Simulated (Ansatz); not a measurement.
`COCC(F)(F)F` + H₂ → `COC` + `FC(F)F` at 500 K and 1 bar (hydrogenolysis of a C–C bond).

Program: Ansatz. Geometries: PBE0-D4/def2-TZVP. ΔE: electronic, gas phase. CBS: MP2 limit from def2 TZ/QZ plus the TZ coupled-cluster correction, frozen cores. This one scheme is used for every species. Each species was taken in one conformer, which may not be the lowest.

```csv
species,CCSD(T)/CBS energy (Eh),H − E (kJ/mol),S (J/(mol·K))
`COCC(F)(F)F`,-491.70193,274.2,424.7
H₂,-1.17544,41.0,145.5
`COC`,-154.86276,238.9,303.2
`FC(F)F`,-338.02896,90.5,290.1
```

H − E and S are ideal-gas, rigid-rotor, harmonic terms from PBE0-D4/def2-TZVP, for one conformer and one mirror image of each species. For small species the MP2-based limit differs from directly extrapolated CCSD(T) by up to some mEh (0.8 for H₂); such offsets cancel only in part. 1 Eh = 2625.50 kJ/mol, R = 8.31446 J/(mol·K).

Problem. By hand: ΔE, ΔH, ΔS and ΔG.

Solution. ΔE = (-154.86276) + (-338.02896) − (-491.70193) − (-1.17544) = -0.01435 Eh = -37.7 kJ/mol. Δ(H − E) = 238.9 + 90.5 − 274.2 − 41.0 = 14.2, so ΔH = -23.5 kJ/mol. ΔS = 303.2 + 290.1 − 424.7 − 145.5 = 23.1 J/(mol·K). ΔG = -23.5 − 500 × (23.1)/1000 = -35.0 kJ/mol.

Problem. By hand: the equilibrium constant, and the temperature at which ΔG would vanish if ΔH and ΔS stayed fixed.

Solution. log₁₀ K = −ΔG/(RT ln 10) = 3.7. ΔH and −TΔS have one sign here, so there is no such temperature.

TΔS isn't small against ΔH here. A doubt of 5 kJ/mol in ΔE shifts log₁₀ K by 0.5 here. Other conformers and mirror images would add mixing entropy, several J/(mol·K) or more a flexible species. Modes under 60 cm⁻¹, often nearly free rotors, make the harmonic entropy too high. These are equilibria of isolated gas molecules and say nothing of rates. Largest T1 diagnostic: 0.012 (customary marks: 0.02 for closed shells, 0.045 for open ones).
